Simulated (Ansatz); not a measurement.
**TiO2: deformation potentials from a series**

```xyz
6
Lattice="4.5940 0.0000 0.0000 0.0000 4.5940 0.0000 0.0000 0.0000 2.9590" Properties=species:S:1:pos:R:3 pbc="T T T"
Ti    0.0000    0.0000    0.0000
Ti    2.2970    2.2970    1.4795
O     1.4058    1.4058    0.0000
O     0.8912    3.7028    1.4795
O     3.1882    3.1882    0.0000
O     3.7028    0.8912    1.4795
```

Atoms are numbered in the order listed.

The cell comes from COD entry 9007432, which wasn't checked; take it as a given geometry.

The calculation used DFT, PBE, all-electron LAPW, scalar-relativistic in Ansatz 0.2.0.

Sampling and basis: a Γ-centred 7×7×10 k mesh, Fermi–Dirac smearing of 0.05 eV, basis error target 0.5 meV/atom, no spin polarisation.

The cell is scaled evenly. Fractional coordinates are held (clamped ions).

Only quantities that a quadratic follows smoothly over the whole series are listed; rougher ones are left out.

```tsv
ln(V/Vcell)	direct gap at Γ (eV)	smallest gap on mesh and path (eV)
-0.0619	2.086	2.086
-0.0408	2.032	2.032
-0.0202	1.979	1.979
-0.0101	1.954	1.954
0.0000	1.928	1.928
0.0100	1.903	1.903
0.0198	1.878	1.878
0.0583	1.782	1.782
```

Question: Fit the series and give the slopes at zero strain.

Answer: Least-squares fits y = p0 + p1 x + p2 x² to the rows give direct gap at Γ (eV): p1 = -2.53, p2 = 0.38; smallest gap on mesh and path (eV): p1 = -2.53, p2 = 0.38. So dEg/dln V = -2.5 eV for the direct gap at Γ, the fundamental gap of this crystal. Semilocal gaps are too small, but their slopes carry over better.

Question: One run, at ln(V/Vcell) = 0.0392, is withheld. Predict its row.

Answer: The fits give 1.830, 1.830; the run gave 1.830, 1.830.
